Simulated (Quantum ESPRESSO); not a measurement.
The system is FeO.

```xyz
2
Lattice="1.5177 0.8762 2.5158 -1.5177 0.8762 2.5158 0.0000 -1.7525 2.5158" Properties=species:S:1:pos:R:3 pbc="T T T"
Fe    0.0000    0.0000    0.0000
O     0.0000    0.0000    3.7737
```

```yaml
Program: Quantum ESPRESSO 7.5
Task: phonons
Functional: PBEsol
Potentials_or_basis: PseudoDojo 0.4.1 SR PBEsol standard
Cutoff: 1225 eV
Density_cutoff: 4898 eV
k_mesh: 10 × 10 × 10, shifted
Occupations: fermi-dirac, width 0.05 eV
Spin: collinear spin, ferromagnetic start
Starting_moments: "[3.0, 0.0] μB"
Mixing_beta: 0.3
Most_SCF_iterations: 120
SCF_threshold: 4e-10 Ry
```

Which optical modes does the crystal have at the zone centre, and which show in infrared and Raman spectra?

The optical modes are Eu + A2u. Infrared active: Eu + A2u. None is Raman active.

Optical modes at Γ, degenerate ones joined:
| cm⁻¹ | components | symmetry | active in |
| --- | --- | --- | --- |
| 220 | 2 | Eu | IR |
| 227 | 1 | A2u | IR |

Caveat: the cell is more than 3 GPa from zero pressure, which shifts response properties; before the sum rule the acoustic modes lie tens of cm⁻¹ from zero, a sign that the density grid also shifts the optical modes; a cell with one magnetic atom can't hold antiferromagnetic order, which such compounds often take.
